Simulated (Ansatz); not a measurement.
Level of theory: DFT PBE, scalar-relativistic, plane waves, PAW (Ansatz 0.2.0). All cells share a 420 eV cutoff and Γ-centred k meshes spaced at most about 0.3 Å⁻¹ (about 0.25 or finer for metals, 2π included). No spin polarisation.

These are static total energies at zero pressure.

Question: Which of these relaxed structures of SnGe4 is the lowest in energy?
A.

```cif
data_structure
_symmetry_space_group_name_H-M 'C2/m'
_symmetry_Int_Tables_number 12
_cell_length_a 7.2229
_cell_length_b 3.8293
_cell_length_c 8.2994
_cell_angle_alpha 90.000
_cell_angle_beta 102.477
_cell_angle_gamma 90.000
_cell_volume 224.13
loop_
_atom_site_label
_atom_site_type_symbol
_atom_site_symmetry_multiplicity
_atom_site_Wyckoff_symbol
_atom_site_fract_x
_atom_site_fract_y
_atom_site_fract_z
_atom_site_occupancy
Sn1 Sn 2 b 0.00000 0.50000 0.00000 1
Ge1 Ge 4 i 0.61448 0.50000 0.76700 1
Ge2 Ge 4 i 0.76758 0.00000 0.61788 1
```

B.

```cif
data_structure
_symmetry_space_group_name_H-M 'R-3m:H'
_symmetry_Int_Tables_number 166
_cell_length_a 3.1926
_cell_length_b 3.1926
_cell_length_c 36.4549
_cell_angle_alpha 90.000
_cell_angle_beta 90.000
_cell_angle_gamma 120.000
_cell_volume 321.79
loop_
_atom_site_label
_atom_site_type_symbol
_atom_site_symmetry_multiplicity
_atom_site_Wyckoff_symbol
_atom_site_fract_x
_atom_site_fract_y
_atom_site_fract_z
_atom_site_occupancy
Sn1 Sn 3 b 0.33333 0.66667 0.16667 1
Ge1 Ge 6 c 0.00000 0.00000 0.09331 1
Ge2 Ge 6 c 0.66667 0.33333 0.03250 1
```

Answer: A. The other, B, lies 119 meV/atom higher. Forms: A C2/m; B R-3m. Counting Ge atoms around Sn (those within 1.25 times the shortest such distance or 1.15 times the sum of covalent radii; the shortest distance is added where it is long for a bond): A has Sn 6; B has Sn 6 from 3.2 Å. Origin: A, invented, then shaken at random and relaxed again; B, invented. Even the lowest of the cells shown lies +0.18 eV/atom against the elements.

Cells relaxed within their symmetry can be saddle points. Some structure types and database cells were kept out of the candidates from the start, so a known form may be missing.
